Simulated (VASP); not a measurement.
# BN (R3m) in VASP: notebook, part 2 of 2

VASP 6.6.1. Earlier steps stand in the parts before.

## 3. Relaxation of cell and atoms, BLYP+D4

INCAR reads:

```
SYSTEM = BN
PREC = Accurate
ENCUT = 600
EDIFF = 1E-7
ISMEAR = -1
SIGMA = 0.05
LREAL = .FALSE.
LASPH = .TRUE.
NELM = 60
ALGO = Normal
ISIF = 3
LWAVE = .FALSE.
LCHARG = .FALSE.
GGA = B5
ALDAX = 1.0
AGGAX = 1.0
AGGAC = 1.0
ALDAC = 0.0
IVDW = 13
VDW_S6 = 1.0
VDW_S8 = 2.34076671
VDW_A1 = 0.44488865
VDW_A2 = 4.0933009
IBRION = 2
NSW = 60
EDIFFG = -0.02
```

KPOINTS reads:

```
Automatic mesh
0
G
  12 12 12
  0 0 0
```

POSCAR reads:

```
BN
1.0
    1.2511217832      0.7223354983      3.3729344033
   -1.2511217832      0.7223354983      3.3729344033
    0.0000000000     -1.4446709966      3.3729344033
N B
1 1
Direct
    0.6672382000      0.6672382000      0.6672382000
    0.0003288000      0.0003288000      0.0003288000
```

Potentials or basis: VASP PAW PBE potentials, release 64 (N, B).

Command:

```bash
$ cat potpaw_PBE.64/N/POTCAR potpaw_PBE.64/B/POTCAR > POTCAR
$ mpirun -np 1 vasp_std > vasp.out
```

OUTCAR:

```text
SYSTEM = BN
   PREC = Accurate
   ENCUT = 600
   EDIFF = 1E-7
   ISMEAR = -1
   LREAL = .FALSE.
   LASPH = .TRUE.
   NELM = 60
   ISIF = 3
   GGA = B5
   IVDW = 13
   IBRION = 2
   NSW = 60
   EDIFFG = -0.02

 ion  position               nearest neighbor table
   1  0.667  0.667  0.667-   2 1.44   2 1.44   2 1.44
   2  0.000  0.000  0.000-   1 1.44   1 1.44   1 1.44

  LATTYP: Found a trigonal (rhomboedric) cell.
 ALAT       =     3.6692997666
 COS(alpha) =     0.7674786797

  Lattice vectors:

 A1 = (   1.2511217832,   0.7223354983,   3.3729344033)
 A2 = (  -1.2511217832,   0.7223354983,   3.3729344033)
 A3 = (   0.0000000000,  -1.4446709966,   3.3729344033)

Analysis of symmetry for initial positions (statically):
=====================================================================
 Subroutine PRICEL returns:
 Original cell was already a primitive cell.

 Routine SETGRP: Setting up the symmetry group for a
 trigonal (rhombohedral) supercell.

 Subroutine GETGRP returns: Found  6 space group operations
 (whereof  6 operations were pure point group operations)
 out of a pool of 12 trial point group operations.

The static configuration has the point symmetry C_3v.

Analysis of symmetry for dynamics (positions and initial velocities):
=====================================================================
 Subroutine PRICEL returns:
 Original cell was already a primitive cell.

 Routine SETGRP: Setting up the symmetry group for a
 trigonal (rhombohedral) supercell.

 Subroutine GETGRP returns: Found  6 space group operations
 (whereof  6 operations were pure point group operations)
 out of a pool of 12 trial point group operations.

The dynamic configuration has the point symmetry C_3v.

 Subroutine INISYM returns: Found  6 space group operations
 (whereof  6 operations are pure point group operations),
 and found     1 'primitive' translations

----------------------------------------------------------------------------------------

                                     Primitive cell

  volume of cell :      18.2893

  direct lattice vectors                    reciprocal lattice vectors
     1.251121783  0.722335498  3.372934403     0.399641351  0.230733042  0.098825916
    -1.251121783  0.722335498  3.372934403    -0.399641351  0.230733042  0.098825916
     0.000000000 -1.444670997  3.372934403     0.000000000 -0.461466083  0.098825916

  length of vectors
     3.669299767  3.669299767  3.669299767     0.471929558  0.471929558  0.471929558

  position of ions in fractional coordinates (direct lattice)
     0.667238200  0.667238200  0.667238200
     0.000328800  0.000328800  0.000328800

  ion indices of the primitive-cell ions
   primitive index   ion index
                 1           1
                 2           2

----------------------------------------------------------------------------------------

 KPOINTS: Automatic mesh

Automatic generation of k-mesh.
 Grid dimensions read from file:
 generate k-points for:   12   12   12

 Generating k-lattice:

  Cartesian coordinates                     Fractional coordinates (reciprocal lattice)
     0.033303446  0.019227753  0.008235493     0.083333333  0.000000000  0.000000000
    -0.033303446  0.019227753  0.008235493     0.000000000  0.083333333  0.000000000
     0.000000000 -0.038455507  0.008235493     0.000000000  0.000000000  0.083333333

  Length of vectors
     0.039327463  0.039327463  0.039327463

  Shift w.r.t. Gamma in fractional coordinates (k-lattice)
     0.000000000  0.000000000  0.000000000

 Subroutine IBZKPT returns following result:
 ===========================================

 Found    189 irreducible k-points:

 Following reciprocal coordinates:
            Coordinates               Weight
  0.000000  0.000000  0.000000      1.000000
  0.083333 -0.000000 -0.000000      6.000000
  0.166667 -0.000000  0.000000      6.000000
  0.250000 -0.000000 -0.000000      6.000000
  0.333333 -0.000000  0.000000      6.000000
  0.416667 -0.000000 -0.000000      6.000000
[... 16 lines left out ...]
  0.500000  0.166667 -0.000000     12.000000
 -0.416667  0.166667  0.000000     12.000000
 [... further k-points ...]
   k-points           NKPTS =    189   k-points in BZ     NKDIM =    189   number of bands    NBANDS=      8
   number of dos      NEDOS =    301   number of ions     NIONS =      2
   total plane-waves  NPLWV =  27000
   dimension x,y,z NGX =    30 NGY =   30 NGZ =   30
   dimension x,y,z NGXF=    60 NGYF=   60 NGZF=   60
   ions per type =               1   1
   NGX,Y,Z   is equivalent  to a cutoff of  13.59, 13.59, 13.59 a.u.
   NGXF,Y,Z  is equivalent  to a cutoff of  27.18, 27.18, 27.18 a.u.
 SYSTEM =  BN
   PREC   = accura    normal or accurate (medium, high low for compatibility)
   ISTART =      0    job   : 0-new  1-cont  2-samecut
   ICHARG =      2    charge: 1-file 2-atom 10-const
   ISPIN  =      1    spin polarized calculation?
   LNONCOLLINEAR =      F non collinear calculations
   LSORBIT =      F    spin-orbit coupling
   LASPH  =      T    aspherical Exc in radial PAW
   ENCUT  =  600.0 eV  44.10 Ry    6.64 a.u.   7.33  7.33  7.33*2*pi/ulx,y,z
   NELM   =     60;   NELMIN=  2; NELMDL= -5     # of ELM steps
   EDIFF  = 0.1E-06   stopping-criterion for ELM
   LREAL  =      F    real-space projection
   EDIFFG = -.2E-01   stopping-criterion for IOM
   NSW    =     60    number of steps for IOM
   IBRION =      2    ionic relax: 0-MD 1-quasi-New 2-CG
   NFREE  =      1    steps in history (QN), initial steepest desc. (CG)
   ISIF   =      3    stress and relaxation
   ISYM   =      2    0-nonsym 1-usesym 2-fastsym
   POTIM  = 0.5000    time-step for ionic-motion
   TEBEG  =    0.0;   TEEND  =   0.0 temperature during run
   PSTRESS=    0.0 pullay stress
   NELECT =       8.0000    total number of electrons
   NUPDOWN=      -1.0000    fix difference up-down
   EMIN   =  10.00;   EMAX   =-10.00  energy-range for DOS
   EFERMI =   0.00;   METHOD = LEGACY
   ISMEAR =    -1;   SIGMA  =   0.05  broadening in eV -4-tet -1-fermi 0-gaus
   EFERMI_NEDOS =   21; number of points for ismear=-14 and -15
   IALGO  =     38    algorithm
   IMIX   =      4    mixing-type and parameters
     AMIX     =   0.40;   BMIX     =  1.00
     AMIX_MAG =   1.60;   BMIX_MAG =  1.00
  volume/ion in A,a.u.               =       9.14        61.71
  Fermi-wavevector in a.u.,A,eV,Ry     =   1.242717  2.348395 21.012099  1.544346
  Thomas-Fermi vector in A             =   2.377059
   LORBIT       =      0    0 simple, 1 ext, 2 COOP (PROOUT), +10 PAW based schemes
   GGA     = B5    functional components
   LHFCALC =     F    Hartree Fock is set to
   AEXX    =    0.0000 exact exchange contribution
   IVDW    =    13    specifies the selected vdW correction
   LEPSILON=     F    determine dielectric tensor
   LRPA    =     F    only Hartree local field effects (RPA)
 conjugate gradient relaxation of ions
 non-spin polarized calculation
  energy-cutoff  :      600.00
  volume of cell :       18.29
 maximum number of plane-waves:       624
 NGX is ok and might be reduce to    30
   NGX = 15   NGY = 15   NGZ = 15

--------------------------------------- Ionic step        1  -------------------------------------------

 number of electron       8.0000000 magnetization

 Free energy of the ion-electron system (eV)
  ---------------------------------------------------
  ext. energy  EPLUGINS =         0.00000000
  ---------------------------------------------------
  free energy    TOTEN  =       -16.82854095 eV

  energy without entropy =      -16.82854095  energy(sigma->0) =      -16.82854095

------------------------ aborting loop because EDIFF is reached ----------------------------------------

  DFT-D4 for vdW energy calculation

  Edisp (eV):   -0.59196
[... 311 lines left out ...]
--------------------------------------- Ionic step        9  -------------------------------------------

 number of electron       8.0000000 magnetization

 Free energy of the ion-electron system (eV)
  ---------------------------------------------------
  ext. energy  EPLUGINS =         0.00000000
  ---------------------------------------------------
  free energy    TOTEN  =       -16.78854377 eV

  energy without entropy =      -16.78854377  energy(sigma->0) =      -16.78854377

 E-fermi :   4.1273     XC(G=0):  -9.9158

 val. band max:        3.0976674830   @ k =  -0.3333   0.2500  -0.0000
 cond. band min:       7.2771454616   @ k =   0.5000   0.5000  -0.0000
 fundamental gap:      4.1794779787
 Fermi energy:         4.1273219314

 k-point     1 :       0.0000    0.0000    0.0000
  band No.  band energies     occupation
      1     -14.6927      2.00000
      2      -0.6219      2.00000
      3       1.6904      2.00000
      4       1.6904      2.00000
      5       8.8173      0.00000
      6      14.8086      0.00000
      7      14.8086      0.00000
      8      16.2445      0.00000
[... 243 lines left out ...]
 k-point    24 :      -0.4167    0.1667    0.0000
  band No.  band energies     occupation
      1     -11.2412      2.00000
      2      -5.4944      2.00000
      3      -2.3223      2.00000
      4       2.8333      2.00000
      5       8.3725      0.00000
      6      14.7674      0.00000
      7      17.0193      0.00000
      8      17.8667      0.00000

 [... further k-points ...]

------------------------ aborting loop because EDIFF is reached ----------------------------------------

  DFT-D4 for vdW energy calculation

  Edisp (eV):   -0.64472
[... 25 lines left out ...]
  FREE ENERGIE OF THE ION-ELECTRON SYSTEM (eV)
  ---------------------------------------------------
  free  energy   TOTEN  =       -17.4332643893 eV

  energy  without entropy=      -17.4332643892  energy(sigma->0) =      -17.43326439

 reached required accuracy - stopping structural energy minimisation
```

OSZICAR:

```text
N       E                     dE             d eps       ncg     rms          rms(c)
DAV:   1     0.183884944075E+02    0.18388E+02   -0.52164E+03  3080   0.105E+03
DAV:   2    -0.183504636981E+02   -0.36739E+02   -0.35519E+02  4072   0.198E+02
DAV:   3    -0.189149625956E+02   -0.56450E+00   -0.56450E+00  3776   0.299E+01
[... 72 lines left out ...]
DAV:   2    -0.167886406986E+02    0.19811E-03   -0.35909E-04  4720   0.186E-01    0.538E-02
DAV:   3    -0.167885455085E+02    0.95190E-04   -0.18366E-04  3784   0.102E-01    0.871E-03
DAV:   4    -0.167885439441E+02    0.15644E-05   -0.50663E-06  4416   0.219E-02    0.332E-03
DAV:   5    -0.167885437813E+02    0.16280E-06   -0.20889E-07  3776   0.497E-03    0.111E-03
DAV:   6    -0.167885437711E+02    0.10252E-07   -0.46453E-08  1760   0.209E-03
   9 F= -.17433264E+02 E0= -.17433264E+02  d E =-.858905E-04
```

CONTCAR:

```text
BN
   1.00000000000000
     1.2525765666322601    0.7231754179061667    3.1452361142028287
    -1.2525765666322601    0.7231754179061667    3.1452361142028287
     0.0000000000000000   -1.4463508358123334    3.1452361142028287
  N               B
     1     1
Direct
     0.6673329846097186    0.6673329846097186    0.6673329846097186
     0.0002340153902796    0.0002340153902796    0.0002340153902796

  0.00000000E+00  0.00000000E+00  0.00000000E+00
  0.00000000E+00  0.00000000E+00  0.00000000E+00
```

Wall time 3.1 min (1 thread of AMD EPYC 9R45 (Zen 5), shared host); peak memory 0.16 GiB.

Results:

```yaml
Free_energy: -17.4333 eV
Relaxed_volume: 8.55 Å³/atom
Relaxed_cell: a = 3.462 Å, b = 3.462 Å, c = 3.462 Å, α = 42.42°, β = 42.42°, γ = 42.42°
Space_group_after_relaxing_to_0.05_Å: R3m (No. 160)
Energy_gained_by_relaxing: 6.4 meV/atom
Ionic_steps: 9
Pressure_after_relaxing: 0.0 GPa
Largest_force_after_relaxing: 0.014 eV/Å
Band_gap_on_the_k_mesh: 4.18 eV, indirect (least direct gap 4.78 eV)
Dispersion_energy_per_atom: -0.322 eV
```

Forces on the atoms (eV/Å):
```
N    0.000  0.000  0.014
B    0.000  0.000 -0.014
```

The path:
```tsv
step	energy change (eV)	largest force (eV/Å)	pressure (GPa)	volume (Å³)
1	0.0000	0.0007	0.29	18.29
2	-0.0013	0.0042	-3.14	18.33
3	-0.0015	0.0027	-2.15	18.32
4	-0.0035	0.0044	-2.01	18.19
5	-0.0086	0.0108	-1.57	17.80
6	-0.0126	0.0319	-0.39	17.01
7	-0.0127	0.0286	-0.56	17.11
8	-0.0123	0.0170	1.36	17.06
9	-0.0128	0.0145	0.03	17.09
```

Final structure:
```xyz
2
Lattice="1.2526 0.7232 3.1452 -1.2526 0.7232 3.1452 0.0000 -1.4464 3.1452" Properties=species:S:1:pos:R:3 pbc="T T T"
N     0.0000    0.0000    6.2968
B     0.0000    0.0000    0.0022
```

Levels at points of the mesh, in eV from the valence-band top:
```tsv
k point	band 2	band 3	band 4	band 5	band 6	band 7
(0.00, 0.00, 0.00)	-3.72	-1.41	-1.41	5.72	11.71	11.71
(0.50, 0.00, 0.00)	-8.93	-4.12	-0.49	5.42	10.17	13.50
(0.50, 0.50, 0.00)	-8.73	-4.22	-1.32	4.18	9.96	14.83
(0.50, 0.50, 0.50)	-6.40	-1.44	-1.44	10.86	11.59	11.59
```

Caveat: the PAW data sets were made with another functional, which shifts forces and pressure a little. Expect the measured gap to be larger: semilocal functionals such as BLYP lack the derivative discontinuity.

## 4. Single point, PBE

INCAR reads:

```
ALGO = Normal
EDIFF = 1E-7
ENCUT = 520
GGA = PE
ISIF = 2
ISMEAR = 0
LASPH = T
LCHARG = F
LREAL = F
LWAVE = F
NELM = 80
PREC = Accurate
SIGMA = 0.020999999999999998
```

KPOINTS reads:

```
k-points
0
Gamma
  12 12 12
```

POSCAR is that of step 3.

Potentials or basis: VASP PAW PBE potentials, release 64 (N, B).

Command:

```bash
$ cat potpaw_PBE.64/N/POTCAR potpaw_PBE.64/B/POTCAR > POTCAR
$ mpirun -np 1 vasp_std > vasp.out
```

OUTCAR:

```text
EDIFF = 1E-7
   ENCUT = 520
   GGA = PE
   ISIF = 2
   ISMEAR = 0
   LASPH = T
   LREAL = F
   NELM = 80
   PREC = Accurate

 ion  position               nearest neighbor table
   1  0.667  0.667  0.667-   2 1.44   2 1.44   2 1.44
   2  0.000  0.000  0.000-   1 1.44   1 1.44   1 1.44

  LATTYP: Found a trigonal (rhomboedric) cell.
 ALAT       =     3.6692997666
 COS(alpha) =     0.7674786797

  Lattice vectors:

 A1 = (   1.2511217832,   0.7223354983,   3.3729344033)
[... 448 lines left out ...]

 [... further k-points ...]

------------------------ aborting loop because EDIFF is reached ----------------------------------------

  FORCE on cell =-STRESS in cart. coord.  units (eV):
  Direction    XX          YY          ZZ          XY          YZ          ZX
  --------------------------------------------------------------------------------------
  -------------------------------------------------------------------------------------
  Total        0.4942582      0.4942582      0.2535632      0.0000000     -0.0000000      0.0000000
  in kB       43.2978955     43.2978955     22.2125882      0.0000000     -0.0000000      0.0000000
  external PRESSURE =      36.2694597 kB  Pullay stress =       0.0000000 kB

 VOLUME and BASIS-vectors are now :
 -----------------------------------------------------------------------------
  energy-cutoff  :      520.00
  volume of cell :       18.29
      direct lattice vectors                 reciprocal lattice vectors
     1.251121783  0.722335498  3.372934403     0.399641351  0.230733042  0.098825916
    -1.251121783  0.722335498  3.372934403    -0.399641351  0.230733042  0.098825916
     0.000000000 -1.444670997  3.372934403     0.000000000 -0.461466083  0.098825916

 POSITION                                       TOTAL-FORCE (eV/Angst)
 -----------------------------------------------------------------------------------
      0.00000      0.00000      6.75165         0.000000      0.000000     -0.002985
      0.00000      0.00000      0.00333         0.000000     -0.000000      0.002985
 -----------------------------------------------------------------------------------
    total drift:                               -0.000000      0.000000      0.000069

  FREE ENERGIE OF THE ION-ELECTRON SYSTEM (eV)
  ---------------------------------------------------
  free  energy   TOTEN  =       -17.5809746815 eV

  energy  without entropy=      -17.5809746815  energy(sigma->0) =      -17.58097468
```

OSZICAR:

```text
N       E                     dE             d eps       ncg     rms          rms(c)
DAV:   1     0.144999982984E+02    0.14500E+02   -0.49315E+03  3080   0.943E+02
DAV:   2    -0.189257661267E+02   -0.33426E+02   -0.32339E+02  4144   0.173E+02
DAV:   3    -0.193765343982E+02   -0.45077E+00   -0.45077E+00  3784   0.259E+01
DAV:   4    -0.193776074614E+02   -0.10731E-02   -0.10731E-02  4952   0.104E+00
DAV:   5    -0.193776076358E+02   -0.17437E-06   -0.17437E-06  3648   0.121E-02    0.798E+00
DAV:   6    -0.177778038462E+02    0.15998E+01   -0.64412E+00  4048   0.176E+01    0.369E+00
DAV:   7    -0.176191357190E+02    0.15867E+00   -0.22374E-01  4248   0.410E+00    0.219E+00
DAV:   8    -0.175799286222E+02    0.39207E-01   -0.13918E-01  4304   0.281E+00    0.268E-01
DAV:   9    -0.175805781260E+02   -0.64950E-03   -0.12338E-03  3144   0.388E-01    0.120E-01
DAV:  10    -0.175809494313E+02   -0.37131E-03   -0.45566E-04  4064   0.204E-01    0.291E-02
DAV:  11    -0.175809742692E+02   -0.24838E-04   -0.31601E-05  3648   0.522E-02    0.624E-03
DAV:  12    -0.175809745872E+02   -0.31798E-06   -0.14417E-06  4056   0.948E-03    0.127E-03
DAV:  13    -0.175809746884E+02   -0.10126E-06   -0.11468E-07  3448   0.340E-03    0.437E-04
DAV:  14    -0.175809746815E+02    0.68864E-08   -0.46110E-09  2064   0.585E-04
   1 F= -.17580975E+02 E0= -.17580975E+02  d E =-.360781E-12
```

stdout:

```text
POSCAR found type information on POSCAR N B
 POSCAR found :  2 types and       2 ions
 scaLAPACK will be used
 LDA part: xc-table for (Slater+PW92), standard interpolation
 POSCAR, INCAR and KPOINTS ok, starting setup
 FFT: planning ... GRIDC
 FFT: planning ... GRID_SOFT
 FFT: planning ... GRID
 WAVECAR not read
 entering main loop
```

It took 57 s on 1 thread of Intel Xeon Platinum 8488C (Sapphire Rapids), shared host; peak memory 0.16 GiB.

Results:

- Free energy: -17.5810 eV
- Pressure: 3.6 GPa
- Band gap on the k mesh: 4.28 eV, indirect (least direct gap 4.70 eV)

Forces in eV/Å, atoms in the order of the input:
```
N    0.000  0.000 -0.003
B    0.000  0.000  0.003
```

Stress tensor (GPa, compression positive):
```
4.33 0.00 0.00
0.00 4.33 0.00
0.00 0.00 2.22
```

## 5. The reference run

An earlier run on the cell as given: functional PBEsol; potentials or basis VASP PAW PBE potentials, release 64 (N, B); cutoff 520 eV; k mesh 12 × 12 × 12; occupations fermi-dirac, width 0.05 eV; no spin polarisation.

* Pressure: 1.0 GPa
* Band gap on the k mesh: 4.18 eV, indirect (least direct gap 4.63 eV)

## 6. Summary

```tsv
task	level	cell	cutoff (eV)	smearing	ladder	gap on the mesh (eV)	pressure (GPa)	relaxed volume (Å³/atom)
relaxation of cell and atoms	BLYP+D3(BJ)	relaxed	600	fermi-dirac 0.05 eV	-	4.21	0.0	8.63
relaxation of cell and atoms	BLYP+D4	relaxed	600	fermi-dirac 0.05 eV	-	4.18	0.0	8.55
single point	PBE	as given	520	gaussian 0.021 eV	-	4.28	3.6	-
single point	PBEsol	as given	520	fermi-dirac 0.05 eV	free	4.18	1.0	-
```

Alike in all rows: potentials or basis VASP PAW PBE potentials, release 64 (N, B); no spin polarisation; k mesh 12 × 12 × 12.

Caveats: the PAW data sets were made with another functional, which shifts forces and pressure a little (some runs).

Absolute energies hang on the potentials; compare differences alone.
